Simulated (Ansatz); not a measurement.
# Ag under changes of volume

One of the cells (17.048 Å³/atom); the others are scaled copies at fixed shape and fractional positions:

```
Ag
1.0
     0.00000    2.04275    2.04275
     2.04275    0.00000    2.04275
     2.04275    2.04275    0.00000
Ag
1
Direct
  0.00000 0.00000 0.00000
```

```yaml
Program: Ansatz 0.2.0
Functional: r2SCAN
Dispersion: D4
Potentials_or_basis: Ansatz PAW
Cutoff: "500 eV (not typed: the program's choice for these potentials)"
k_mesh: 11 × 11 × 11
Occupations: fermi-dirac, width 0.05 eV
Spin: no spin polarisation
```

| volume (Å³/atom) | energy over the lowest point (meV/atom) | pressure (GPa) |
| --- | --- | --- |
| 16.025 | ? | ? |
| 16.366 | 7.77 | 4.5 |
| 16.707 | 1.28 | 1.9 |
| 17.048 | 0.00 | -0.4 |
| 17.389 | 3.19 | -2.4 |
| 17.730 | 10.20 | -4.1 |
| 18.071 | 20.55 | -5.6 |

Q: What does the run at 16.025 Å³/atom give?

A: Energy over the lowest point 20.29 meV/atom; pressure 7.5 GPa.

Worked out: A Birch-Murnaghan fit of order 3 (a polynomial in V^(-2/3)) to the other rows has its minimum at 16.97 Å³/atom with B0 = V·E''(V) = 108 GPa and B' = 6.4. It gives 20.26 meV/atom at 16.025 Å³/atom, against the run's 20.29, and -dE/dV = 7.4 GPa, against 7.5.

Energies are extrapolated to zero smearing.

Caveats: pairwise dispersion overbinds metals, which lowers pressure and volume; the PAW data sets come from PBE, with cores solved anew for the run's functional, which leaves a small shift of forces and pressure.
